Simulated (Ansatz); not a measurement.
**A substitution in Li2S**

Computed with Ansatz (plane waves, PAW, 500 eV cutoff): r²SCAN, scalar-relativistic, spin polarisation where moments were expected, Gaussian smearing of 0.05 eV.

Li2S was relaxed to zero pressure in the COD cell structure.

It takes space group Fm-3m (No. 225, cubic). Conventional cell: a = 5.691 Å, b = 5.691 Å, c = 5.691 Å, α = 90.00°, β = 90.00°, γ = 90.00°. Li (site symmetry -43m) is surrounded by 4 S at 2.46 Å. S (site symmetry m-3m) is surrounded by 8 Li at 2.46 Å. Neighbours are those within 15 % of a site's shortest distance, so a longer bond may be listed from one end only.

Results for Li2S: a (Å) 5.691, V (Å³/atom) 15.36, shortest unlike bond (Å) 2.46, gap (eV) 3.87, E_f (eV/atom) -1.51.

Problem. All S is replaced by Se and the cell relaxed again in the same space group. What comes out?

Solution. Li2Se: a (Å) 5.985, V (Å³/atom) 17.87, shortest unlike bond (Å) 2.59, gap (eV) 3.48, E_f (eV/atom) -1.43.

The volume changes by +16.4 %, or +5.2 % in mean length, and the shortest unlike bond by 0.13 Å. The formation energy moves by 0.08 eV/atom, so Li2S is the more strongly bound against its own elements. For S, Se the 1 valence electrons of Li just fill the anion's shell; these members are gapped.

The PAW datasets were made for PBE. Gaps are (generalised) Kohn–Sham gaps. E_f is the formation energy from the elements run alike, at 0 K, without zero-point energy or dispersion between the molecules, chains or layers of the solid elements; it is good to about 0.01 eV/atom as a calculation.

All runs used the PAW datasets of the set soft_2.
